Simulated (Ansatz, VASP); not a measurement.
## Si18H4Cl2O (HO:Si(111) with 6 of its OH changed to Cl): VASP beside Ansatz

One calculation is typed for both programs; each brings its own data sets. How far apart do they land? The cell is taken from a series of runs on this material, whose earlier steps may have relaxed, scaled, displaced or heated it; both programs get it as it stands.

Method: plane waves, with VASP 6.6.1 beside it; single point at HSE06 with D3(BJ), in Ansatz 0.2.0.

## Step 1: Set-up

The cell holds 75 atoms: 54 Si, 12 H, 3 O and 6 Cl. Its edges and angles: a = 11.604 Å, b = 11.604 Å, c = 26.701 Å, α = 90.0°, β = 90.0°, γ = 120.0°. It derives from Si (HO:Si(111)). As first built, before any earlier steps moved the atoms (in the runner's words): diamond Si(111), 3 x 3 cells, three bilayers, OH on the upper face and H on the lower (lattice constants typed as starting values near PBE's), lower atoms held; 6 top OH groups nearest the cell's middle replaced by Cl, eased by MACE. Vacuum lies along c.

## Step 2: VASP: single point, HSE06 with D3(BJ)

A single point gives forces, pressure and levels at one fixed geometry, so differences don't come from the geometry; what else differs is listed under the comparison.

Lines of VASP's logs that name or quote its potential files are left out, and so is its time.

The run reads the wave functions of an earlier VASP run, which isn't shown here.

File INCAR:

```
SYSTEM = Si18H4Cl2O
PREC = Accurate
ENCUT = 520
EDIFF = 1E-06
NELM = 100
ISMEAR = -1
SIGMA = 0.025
LREAL = Auto
ALGO = Normal
LHFCALC = .TRUE.
AEXX = 0.25
GGA = PE
HFSCREEN = 0.208
IVDW = 12
VDW_S6 = 1
VDW_S8 = 2.31
VDW_A1 = 0.383
VDW_A2 = 5.685
LASPH = .TRUE.
NBANDS = 196
PRECFOCK = Fast
LORBIT = 11
LWAVE = .FALSE.
LCHARG = .FALSE.
ISIF = 2
```

File POSCAR:

```
Si18H4Cl2O
1.0
   11.6036200000      0.0000000000      0.0000000000
   -5.8018100000     10.0490300000      0.0000000000
    0.0000000000      0.0000000000     26.7011300000
Si H O Cl
54 12 3 6
Direct
    0.0000000000      0.0000000000      0.0928800000
    0.2222200000      0.1111100000      0.1224500000
    0.2222200000      0.1106900000      0.2095400000
    0.1112900000      0.2220300000      0.2374400000
    0.1100700000      0.2209900000      0.3250200000
    0.0003900000      0.9990800000      0.3542400000
    0.0000000000      0.3333300000      0.0928800000
    0.2222200000      0.4444400000      0.1224500000
    0.2223400000      0.4447400000      0.2099600000
    0.1111000000      0.5556800000      0.2386800000
    0.1103600000      0.5564600000      0.3268400000
    0.0002100000      0.3327800000      0.3529500000
    0.0000000000      0.6666700000      0.0928800000
    0.2222200000      0.7777800000      0.1224500000
    0.2222700000      0.7777100000      0.2099500000
    0.1111400000      0.8888500000      0.2379200000
    0.1111100000      0.8886900000      0.3255800000
    0.9990700000      0.6671700000      0.3552000000
    0.3333300000      0.0000000000      0.0928800000
    0.5555600000      0.1111100000      0.1224500000
    0.5556400000      0.1106400000      0.2096900000
    0.4446600000      0.2221200000      0.2372100000
    0.4440700000      0.2209700000      0.3246400000
    0.3326100000      0.0006800000      0.3551500000
    0.3333300000      0.3333300000      0.0928800000
    0.5555600000      0.4444400000      0.1224500000
    0.5555100000      0.4444500000      0.2095800000
    0.4446200000      0.5553100000      0.2385500000
    0.4442700000      0.5554600000      0.3268200000
    0.3326700000      0.3313100000      0.3524400000
    0.3333300000      0.6666700000      0.0928800000
    0.5555600000      0.7777800000      0.1224500000
    0.5551700000      0.7775800000      0.2099500000
    0.4443100000      0.8889100000      0.2386800000
    0.4434600000      0.8894600000      0.3268700000
    0.3330700000      0.6667500000      0.3542200000
    0.6666700000      0.0000000000      0.0928800000
    0.8888900000      0.1111100000      0.1224500000
    0.8890300000      0.1109800000      0.2095500000
    0.7779600000      0.2219700000      0.2376100000
    0.7776800000      0.2223100000      0.3252800000
    0.6672500000      0.9997000000      0.3528600000
    0.6666700000      0.3333300000      0.0928800000
    0.8888900000      0.4444400000      0.1224500000
    0.8893600000      0.4443100000      0.2096900000
    0.7778400000      0.5552400000      0.2372100000
    0.7788300000      0.5557300000      0.3246600000
    0.6661900000      0.3335800000      0.3524700000
    0.6666700000      0.6666700000      0.0928800000
    0.8888900000      0.7777800000      0.1224500000
    0.8893100000      0.7776800000      0.2095400000
    0.7779300000      0.8886300000      0.2373300000
    0.7787300000      0.8895900000      0.3248800000
    0.6684200000      0.6670600000      0.3524200000
    0.0000000000      0.0000000000      0.0374500000
    0.9626200000      0.0294900000      0.4353700000
    0.0000000000      0.3333300000      0.0374500000
    0.0000000000      0.6666700000      0.0374500000
    0.9442400000      0.6884100000      0.4347400000
    0.3333300000      0.0000000000      0.0374500000
    0.3097900000      0.0541800000      0.4347000000
    0.3333300000      0.3333300000      0.0374500000
    0.3333300000      0.6666700000      0.0374500000
    0.6666700000      0.0000000000      0.0374500000
    0.6666700000      0.3333300000      0.0374500000
    0.6666700000      0.6666700000      0.0374500000
    0.0069300000      0.9907500000      0.4167300000
    0.9998300000      0.6603100000      0.4174800000
    0.3390100000      0.9995000000      0.4174300000
    0.0003100000      0.3240400000      0.4310700000
    0.3301500000      0.3186600000      0.4308000000
    0.3343400000      0.6656200000      0.4320200000
    0.6763300000      0.9993900000      0.4310100000
    0.6672800000      0.3324000000      0.4304900000
    0.6811600000      0.6698400000      0.4308100000
```

File KPOINTS:

```
Automatic mesh
0
Gamma
1 1 1
0 0 0
```

PAW data sets: Si, H, O and Cl (PBE family, release 64).

Launch:

```sh
export OMP_NUM_THREADS=3
mpirun -np 1 vasp_gam
```

Numbers of over 12 decimals in the logs are rounded to 6 here.

Log:

```text
[banner, memory and clock lines left out]
running    1 mpi-ranks, on    1 nodes
[...]
Offloading initialized ...    1 GPUs detected
[...]
LDA part: xc-table for (Slater+PW92), standard interpolation
 found WAVECAR, reading the header
 POSCAR, INCAR and KPOINTS ok, starting setup
[...]
reading WAVECAR
 the WAVECAR file was read successfully
 initial charge from wavefunction
 entering main loop
       N       E                     dE             d eps       ncg     rms          rms(c)
DAV:   1    -0.432052935988E+03   -0.43205E+03   -0.10609E+01   416   0.744E+00    0.170E+01
DAV:   2    -0.432243213984E+03   -0.19028E+00   -0.14083E+00   456   0.220E+00    0.121E+01
DAV:   3    -0.432213412277E+03    0.29802E-01   -0.41461E-02   632   0.736E-01    0.775E+00
DAV:   4    -0.432205407298E+03    0.80050E-02   -0.93974E-02   464   0.660E-01    0.447E+00
[...]
DAV:  11    -0.432202782981E+03    0.25835E-04   -0.18673E-05   560   0.147E-02    0.877E-02
DAV:  12    -0.432202772688E+03    0.10293E-04   -0.14204E-05   504   0.125E-02    0.508E-02
DAV:  13    -0.432202772522E+03    0.16552E-06   -0.68495E-06   496   0.107E-02
   1 F= -.44991612E+03 E0= -.44991612E+03  d E =-.170011E-10
```

Parts of OUTCAR (step 2):

```text
  FREE ENERGIE OF THE ION-ELECTRON SYSTEM (eV)
  ---------------------------------------------------
  free  energy   TOTEN  =      -449.9161187151 eV

  energy  without entropy=     -449.9161187151  energy(sigma->0) =     -449.91611872

[... 1 further part left out ...]
```

(Part 1 of 2 ends here.)

[Lines on the potential files, build, host, timing and source positions are cut from VASP's logs without a mark.]

[Logs are printed without paths, hosts, clocks, repeated set-up lines and the standing remarks that a program may print on its own settings, such as how far it seeks lower states.]

[Hosts, paths, dates, database ids (printed as entryN), source tags and the programs' standing remarks are cut or masked in the printed files.]
